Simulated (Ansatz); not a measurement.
# InSe (R3m) in Ansatz: equation of state

Aim: energy against volume of InSe in PBEsol, for its equilibrium volume and stiffness.

Everything below comes from runs of Ansatz 0.2.0. Logs are shortened: lines on timing, memory, paths and dates and some standing lists are left out, and cuts for length are marked.

### 1 The structure

Symmetry: R3m, No. 160, trigonal system. Conventional cell: a = 4.000 Å, b = 4.000 Å, c = 25.320 Å, α = 90.00°, β = 90.00°, γ = 120.00°. In (site symmetry 3m) is surrounded by 3 Se at 2.63 Å and 1 In at 2.82 Å. In (site symmetry 3m) is surrounded by 3 Se at 2.64 Å and 1 In at 2.82 Å. Se (site symmetry 3m) is surrounded by 3 In at 2.63 Å. Around Se (site symmetry 3m) lie 3 In at 2.64 Å.

### 2 Single point, PBEsol, 27.48 Å³/atom (volume scaled by 0.94)

The input, input.yaml:

```yaml
crystal:
  lattice:
    - [1.9591722174, 1.1311286071, 8.2677067576]
    - [-1.9591722174, 1.1311286071, 8.2677067576]
    - [0.0, -2.2622572143, 8.2677067576]
  atoms:
    - { symbol: In, position: [0.8886, 0.8886, 0.8886] }
    - { symbol: In, position: [0.0, 0.0, 0.0] }
    - { symbol: Se, position: [0.1719, 0.1719, 0.1719] }
    - { symbol: Se, position: [0.3835, 0.3835, 0.3835] }
hamiltonian:
  xc: pbesol
  pseudopotentials: { kind: paw }
kpoints:
  mp_grid: { grid: [8, 8, 8] }
scf:
  occupations: { method: fermi_dirac, width: 0.05 }
output:
  forces: true
  stress: true
  eigenvalues: true
  write_density: true
  write_potential: true
  elf: true
  volumetric_format: npy
```

Potentials or basis: Ansatz PAW.

On the command line:

```sh
$ ansatz run input.yaml --threads 2 --pin off --max-ram 5632MiB --backend cpu --events-out ev --progress --plain --runs-dir out
```

Output:

```text
Warning: RAYON_NUM_THREADS=2 ignored (pool sized by the plan → 2); use --threads N
basis.fft_grid_basis auto: the FFT boxes are laid along the combinations [[1, -1, 0], [0, 1, 0], [0, -1, 1]] of the cell's own vectors, 3.918, 8.572 and 3.918 Å long. The dense box has 27×60×27 points. Along the cell's own vectors, as sized, it would have 60×60×60, 4.94 times as many. Of the 6 symmetry operations that the crystal satisfies within crystal.symmetry.tolerance (time reversal apart; of a slab, those that keep its plane) the dense box along the cell's own vectors carries 6, and the one as laid loses 4 of those. basis.fft_grid_basis: typed keeps the cell's own vectors: state it where this run's energies or levels are differenced outside the engine with another run's, or held beside a run that keeps those vectors. Those combinations have planes normal to reciprocal vector 3, as the cell's own vectors have. Each planar average written beside output.write_density, output.write_potential has a row for each plane of the box: 27. The volumetric files lie along those combinations, not along the cell's own vectors: a cube or XSF file states them, and fields.json those of NumPy files.
Engine: ansatz 0.2.0, aarch64-unknown-linux-gnu
Pseudopotentials: kind: paw
Pseudopotential: In, paw, valence charge 13, recommended cutoff 420 eV (normal), In.paw.azcp
Pseudopotential: Se, paw, valence charge 16, recommended cutoff 420 eV (normal), Se.paw.azcp
Functional definition: PBEsol
  exchange = pbesol_x
  correlation = pbesol_c
Crystal: 4 atoms, lattice volume = 109.931 Å³
Basis set: ecut = 420 eV, 2175 PW (Γ), FFT grids on a1−a2, a2, −a2+a3, exchange–correlation on 54×120×54 points (8 copies of the dense FFT grid, shifted against one another)
Bands: 35, of which v1, the nominal top of the filled ones, is band 29 counted from 1 (28 counted from 0)
Symmetry: 6 space group operations
Space group: R3m (ITA 160), of the structure as read, at distance tolerance 4.8e-5 Å
k-points: 65 of 512 (time reversal used)
Non-local potential: In, projectors of the file, l = 0: 2, l = 1: 2, l = 2: 2, l = 3: 2
Non-local potential: Se, projectors of the file, l = 0: 2, l = 1: 2, l = 2: 3, l = 3: 1
PAW form: soft (Blöchl's): semilocal exchange-correlation on the pseudo side does not see the compensation charge
PAW frozen core: In, regenerated for the run's functional, and the local potential with it (the file was generated under x = pbe(κ = 0.804, μ = 0.2195149727645171), c = pbe(β = 0.06672455060314922))
PAW frozen core: Se, regenerated for the run's functional, and the local potential with it (the file was generated under x = pbe(κ = 0.804, μ = 0.2195149727645171), c = pbe(β = 0.06672455060314922))
PAW one-centre angular grid: In, 590 points (default); XC on 64 Gauss nodes
PAW one-centre angular grid: Se, 590 points (default); XC on 64 Gauss nodes
Initial density: superposition of atomic densities (neutral atoms: chi_scale 0, normalization atom), corrected by the library's trained network
Initial wavefunctions: pseudopotential atomic-orbital guess
Functional: x = pbesol(κ = 0.804, μ = 0.12345679012345678), c = pbesol(β = 0.046)
SCF iter   1: F=—  HF=-21901.083168 eV  |F-HF|=—  |Δ(HF+E_count)|=         —  Δρ=4.60e-3  dr2=5.30e-2  ethr=1.77e-3  ⟨swp⟩=6.6  Hψ=9916  notcnv=0
preconditioner: auto → Resta (q_TF=auto, 2.453 Å⁻¹)  ε∞=3.4  [insulator: Δε(μ)=0.493 eV  Ē_g=14.121 eV  σ=0.050 eV  W_gap=0.99  n_scr=30 (ndim 8)  ℏωp=21.8 eV  f_vac=0.066  D(μ)=0.00/eV (n_scr^D=0)  ε∞_Penn≈3.4]
SCF iter   2: F=—  HF=-21901.071042 eV  |F-HF|=—  |Δ(HF+E_count)|=   1.21e-2  Δρ=1.53e-3  dr2=2.75e-3  ethr=9.13e-5  ⟨swp⟩=2.2  Hψ=3173  notcnv=0  defer=70
SCF iter   3: F=—  HF=-21901.070655 eV  |F-HF|=—  |Δ(HF+E_count)|=   3.87e-4  Δρ=6.62e-4  dr2=5.68e-4  ethr=4.73e-6  ⟨swp⟩=2.6  Hψ=4021  notcnv=0  defer=70
SCF iter   4: F=—  HF=-21901.070706 eV  |F-HF|=—  |Δ(HF+E_count)|=   5.07e-5  Δρ=1.94e-4  dr2=4.85e-5  ethr=9.79e-7  ⟨swp⟩=2.0  Hψ=2668  notcnv=0  defer=70
SCF iter   5: F=—  HF=-21901.070731 eV  |F-HF|=—  |Δ(HF+E_count)|=   2.54e-5  Δρ=4.48e-5  dr2=2.67e-6  ethr=8.36e-8  ⟨swp⟩=2.0  Hψ=4090  notcnv=0  defer=70
SCF iter   6: F=—  HF=-21901.070733 eV  |F-HF|=—  |Δ(HF+E_count)|=   1.88e-6  Δρ=1.68e-5  dr2=3.36e-7  ethr=4.60e-9  ⟨swp⟩=2.0  Hψ=4090  notcnv=0  defer=70
SCF iter   7: F=-21901.070733 eV  HF=-21901.070733 eV  |F-HF|=3.66e-8  |Δ(HF+E_count)|=   3.12e-7  Δρ=4.70e-6  dr2=2.67e-8  ethr=1.72e-10  ⟨swp⟩=13.4  Hψ=17949  notcnv=0
SCF 1 converged in 7 iterations: F = -21901.070733 eV  dr2 = 2.67e-8
  Residual-converged pass: ⟨swp⟩=1.0  Hψ=2537  notcnv=0  max |occ|·‖R‖ = 7.1e-9 eV (tolerance 1.0e-8 eV)  dr2=2.67e-8  dr2_onsite=3.79e-9  max |Δocc| = 1.5e-12
SCF converged after 7 iterations
Free energy (F): -21901.070733 eV
Harris-Foulkes:  -21901.070733 eV  (|F-HF|=3.66e-8)
Internal energy: -21901.070714 eV  (E = F + TS)
E sigma→0 (E₀):  -21901.070724 eV
Entropy (-TS):   -0.000019 eV (-0.005 meV/atom)
Fermi energy:    8.260884 eV
--- Per-component energies (eV) ---
  E_band       = -880.763260
  E_kinetic    = 726.964928
  E_local      = -7742.903420  (includes V_loc(G=0)·N_el)
  E_nonlocal   = -448.617302
  E_hartree    = 3575.645895
  E_xc         = -634.730726
  E_vxc        = -397.418437  (∫ρ·V_xc dr)
  E_paw        = -11903.927577  (= ΣΔE_a)
  E_vpaw       = -170.084222  (= ΣTr[D̂ρ^β])
  E_aug_tail   = -0.001136  (compensation charges beyond the density's cutoff)
  E_ewald      = -5475.990082
  E_core_change = 2.488706  (= ΣΔE_core)
  E_smearing   = -0.000019  (= −TS)
  E_closure    = -0.000000  (closes the sum)
  Σ components = -21901.070733   (vs F -21901.070733, Δ=0.00e0)
--- Forces (eV/Å), atoms counted from 1 ---
  atom   1  In     0.00000000    -0.00000000     0.57093940
  atom   2  In    -0.00000000     0.00000000    -0.55473555
  atom   3  Se     0.00000000     0.00000000    -0.59840402
  atom   4  Se     0.00000000    -0.00000000     0.58218896
  max |Σ_I F_I| component: 1.12e-5 eV/Å
--- Stress (GPa, compression-positive) ---
        4.306921      -0.000000       0.000000
        0.000000       4.306921       0.000000
        0.000000       0.000000       2.865507
  P = ⅓ Tr σ = 3.8264 GPa (38.264 kbar)
--- Band table (eV; the first three rows and the last of 65) ---
  k-point 0: bands = ["-39.6615", "-39.6615", "-39.6546", "-39.6546", "-39.6309", "-39.6309", "-39.6258", "-39.6258", "-39.6191", "-39.6145", "-6.9109", "-6.7027", "-6.7027", "-6.6155", "-6.6155", "-6.5835", "-6.5835", "-6.4573", "-6.3901", "-6.3901", "-5.9666", "-5.4552", "1.3475", "4.4863", "6.2971", "6.6130", "6.6130", "6.7145", "6.7145", "9.7829", "10.1232", "12.4261", "12.4261", "13.2132", "13.5149"]
  k-point 1: bands = ["-39.6615", "-39.6615", "-39.6546", "-39.6546", "-39.6309", "-39.6309", "-39.6258", "-39.6257", "-39.6191", "-39.6145", "-6.9280", "-6.7798", "-6.7278", "-6.6982", "-6.6016", "-6.5891", "-6.5749", "-6.4466", "-6.3916", "-6.3407", "-5.7417", "-5.2853", "1.4797", "4.1837", "5.5207", "6.1655", "6.3909", "6.5297", "6.7469", "10.1966", "10.8303", "11.7180", "12.6046", "12.7882", "13.5448"]
  k-point 2: bands = ["-39.6615", "-39.6613", "-39.6546", "-39.6544", "-39.6309", "-39.6309", "-39.6258", "-39.6257", "-39.6190", "-39.6144", "-7.0199", "-6.8862", "-6.8242", "-6.6925", "-6.6029", "-6.5683", "-6.5483", "-6.4560", "-6.3947", "-6.2724", "-5.2461", "-4.8717", "1.7284", "3.3011", "4.1963", "5.7892", "5.9549", "6.1054", "6.8803", "9.9488", "10.3201", "11.9513", "12.3208", "12.8579", "14.4218"]
  k-point 64: bands = ["-39.6615", "-39.6615", "-39.6546", "-39.6546", "-39.6309", "-39.6309", "-39.6258", "-39.6258", "-39.6191", "-39.6145", "-6.9088", "-6.7030", "-6.7030", "-6.6153", "-6.6153", "-6.5836", "-6.5836", "-6.4896", "-6.3899", "-6.3899", "-5.7312", "-5.6829", "1.7811", "3.3846", "6.5352", "6.5352", "6.8000", "6.8000", "7.9937", "8.5059", "10.1347", "12.3299", "12.3299", "13.6595", "13.6595"]
```

Run time: 14 s. Hardware: 2 threads of Arm Neoverse V2, shared host; peak memory 0.47 GiB.

Results:

| Property | Result |
| --- | --- |
| Free energy | -21901.0707 eV |
| Pressure | 3.8 GPa |
| Largest force | 0.598 eV/Å |
| Band gap on the k mesh | 0.51 eV, direct |

Caveat: spin-orbit coupling is left out, which moves the levels of the heavy elements; the PAW data sets come from PBE, with cores solved anew for the run's functional, which leaves a small shift of forces and pressure.

### 3 Single point, PBEsol, 28.07 Å³/atom (volume scaled by 0.96)

Changes to input.yaml since step 2:

```diff
@@ -2,5 +2,5 @@
   lattice:
-    - [1.9591722174, 1.1311286071, 8.2677067576]
-    - [-1.9591722174, 1.1311286071, 8.2677067576]
-    - [0.0, -2.2622572143, 8.2677067576]
+    - [1.9729696595, 1.139094564, 8.3259319629]
+    - [-1.9729696595, 1.139094564, 8.3259319629]
+    - [0.0, -2.278189128, 8.3259319629]
   atoms:
@@ -21,5 +21 @@
   eigenvalues: true
-  write_density: true
-  write_potential: true
-  elf: true
-  volumetric_format: npy
```

Potentials or basis: Ansatz PAW.

On the command line:

```sh
$ ansatz run input.yaml --threads 2 --pin off --max-ram 5632MiB --backend cpu --events-out ev --progress --plain --runs-dir out
```

Run time: 9.2 s. Hardware: 2 threads of Arm Neoverse V2, shared host; peak memory 0.46 GiB.

The run converged. Its results:

| Property | Result |
| --- | --- |
| Free energy | -21901.1165 eV |
| Pressure | 2.5 GPa |
| Largest force | 0.475 eV/Å |
| Band gap on the k mesh | 0.45 eV, direct |

Caveat: spin-orbit coupling is left out, which moves the levels of the heavy elements; the PAW data sets come from PBE, with cores solved anew for the run's functional, which leaves a small shift of forces and pressure.

(Part 1 of 2 ends here.)
